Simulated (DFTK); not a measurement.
The system is TiB2.

```xyz
3
Lattice="3.0292 0.0000 0.0000 -1.5146 2.6234 0.0000 0.0000 0.0000 3.2284" Properties=species:S:1:pos:R:3 pbc="T T T"
Ti    0.0000    0.0000    0.0000
B     1.5146    0.8745    1.6142
B     0.0000    1.7489    1.6142
```

Base run:

```yaml
Program: DFTK 0.8.2
Functional: PBEsol
Potentials_or_basis: dojo.nc.sr.pbesol.v0_4_1.standard.upf (PBEsol)
Cutoff: 1143 eV
k_mesh: 10 × 10 × 8
Occupations: fermi-dirac, width 0.05 eV
Spin: no spin polarisation
```

Its results: band gap on the k mesh none (metal or under the smearing width); pressure -4.7 GPa.

Q: The run is repeated on the same cell with these changes: functional from PBEsol to PBE; potentials or basis from dojo.nc.sr.pbesol.v0_4_1.standard.upf (PBEsol) to SPMS 1.0 (PBE); cutoff from 1143 eV to 1225 eV. What comes out?

A: Band gap on the k mesh none (metal or under the smearing width); pressure 0.1 GPa.
